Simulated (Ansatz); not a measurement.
Na (Im-3m), an elastic constant from a strain scan

Level of theory: Ansatz 0.2.0, DFT PBE, scalar-relativistic, plane waves, PAW. Settings: plane waves to 420 eV, k-mesh 16×16×16 (Γ-centred), Gaussian smearing 0.15 eV. No spin polarisation. Energies are free energies at this smearing, counted from the undisturbed cell; pressure is positive in compression.

The undisturbed cell (as given, not relaxed at this level; it stands at -0.2 GPa):

```xyz
1
Lattice="-2.1175 2.1175 2.1175 2.1175 -2.1175 2.1175 2.1175 2.1175 -2.1175" Properties=species:S:1:pos:R:3 pbc="T T T"
Na    0.0000    0.0000    0.0000
```

The cell is strained by ε times the Voigt pattern (1, 1, 0, 0, 0, 0) (xx, yy, zz, yz, xz, xy; engineering shear) with fractional coordinates fixed. The cell holds 1 atom in V0 = 37.98 Å³. The stress column is τ = (1/V0) dE/dε, got from the stress tensor σ (compression positive) at each point as −det(1 + εP) σ : P(1 + εP)⁻¹, with P the pattern as a tensor.

| ε | ΔE (meV/atom) | τ (GPa) |
| --- | --- | --- |
| -0.0600 | 8.499 | -1.727 |
| -0.0450 | 3.458 | -1.118 |
| -0.0300 | 0.479 | -0.565 |
| -0.0150 | -0.619 | -0.060 |
| 0.0000 | 0.000 | 0.402 |
| 0.0150 | 2.192 | 0.825 |
| 0.0300 | 5.820 | 1.210 |
| 0.0450 | 10.755 | 1.560 |
| 0.0525 | 13.673 | 1.723 |
| 0.0600 | ? | ? |

Problem. Which combination of elastic constants does this scan measure, and how large is it?

Solution. For small ε, τ = τ0 + Kε with K = pᵀCp, which for this pattern is 2(C11 + C12) in the cubic axes. The parabola through τ at ε = -0.0150, 0 and 0.0150 has slope K = 29.5 GPa at zero. The energies per cell, E = NΔE, of the same two points give K = 2[E(ε₊)/ε₊ − E(ε₋)/ε₋]/[(ε₊ − ε₋)V0] = 29.5 GPa, in agreement.

Problem. Predict the withheld row at ε = 0.0600 from the harmonic law, and compare.

Solution. ΔE = V0(τ0 ε + Kε²/2)/N = 18.307 meV/atom and τ = 2.17 GPa. The calculation gives 16.874 meV/atom and 1.88 GPa: the energy lies 8 % below the harmonic value, as bonds soften when stretched.

In a metal these slopes depend on the k mesh and the smearing.